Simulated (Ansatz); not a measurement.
Structures of SnO2: which is lowest?

Plane-wave DFT in Ansatz with scalar-relativistic PAW potentials, cutoff 500 eV, Γ-centred meshes chosen by cell and gap, Gaussian smearing with energies taken to zero width. Every cell was relaxed (cell and atoms) in a run of its own, within the symmetry of its start. Functional: r2SCAN.

Relaxed structures (starts from databases or built by putting these elements on another compound's sites):
A. P4_2/nmc, 6 atoms in the computed cell, a = 3.549 Å, c = 5.428 Å; sites (symmetry × multiplicity) Sn -4m2 × 2, O 2mm. × 4; start: built
B. R-3m, 3 atoms in the computed cell, a = 3.210 Å, c = 13.065 Å; sites (symmetry × multiplicity) Sn -3m × 3, O 3m × 6; start: database
C. P4_2/mnm, 6 atoms in the computed cell, a = 4.759 Å, c = 3.201 Å; sites (symmetry × multiplicity) Sn m.mm × 2, O m.2m × 4; start: database
D. P-3m1, 3 atoms in the computed cell, a = 3.192 Å, c = 4.749 Å; sites (symmetry × multiplicity) Sn -3m. × 1, O 3m. × 2; start: built
E. I4_1/amd, 6 atoms in the computed cell, a = 3.999 Å, c = 10.204 Å; sites (symmetry × multiplicity) Sn -4m2 × 4, O 2mm. × 8; start: database
F. Pbcn, 12 atoms in the computed cell, a = 4.732 Å, b = 5.743 Å, c = 5.238 Å; sites (symmetry × multiplicity) Sn .2. × 4, O 1 × 8; start: database
G. P6_3/mmc, 6 atoms in the computed cell, a = 3.189 Å, c = 11.109 Å; sites (symmetry × multiplicity) Sn -3m. × 2, O 3m. × 4; start: database

Task: Rank them by energy. Could pressure change the order?

Result:
| structure | group | E − E(lowest) (meV/atom) | V (Å³/atom) | gap on mesh (eV) |
| --- | --- | --- | --- | --- |
| C | P4_2/mnm | 0.0 | 12.08 | 1.77 |
| F | Pbcn | 16.8 | 11.86 | 2.08 |
| E | I4_1/amd | 86 | 13.60 | 2.33 |
| A | P4_2/nmc | 179 | 11.40 | 1.70 |
| B | R-3m | 208 | 12.95 | 2.44 |
| D | P-3m1 | 226 | 13.97 | 2.76 |
| G | P6_3/mmc | 236 | 16.30 | 3.02 |

C is lowest, 17 meV/atom under F. A is denser by 0.69 Å³/atom, so pressure favours it: ΔE/ΔV, with ΔE in eV and 1 eV/Å³ = 160.2 GPa, gives about 42 GPa for equal enthalpy if both cells were rigid; at such pressures compression changes ΔV much, so this is a scale only. Other structures may lie lower than all of these, and vibrations aren't counted.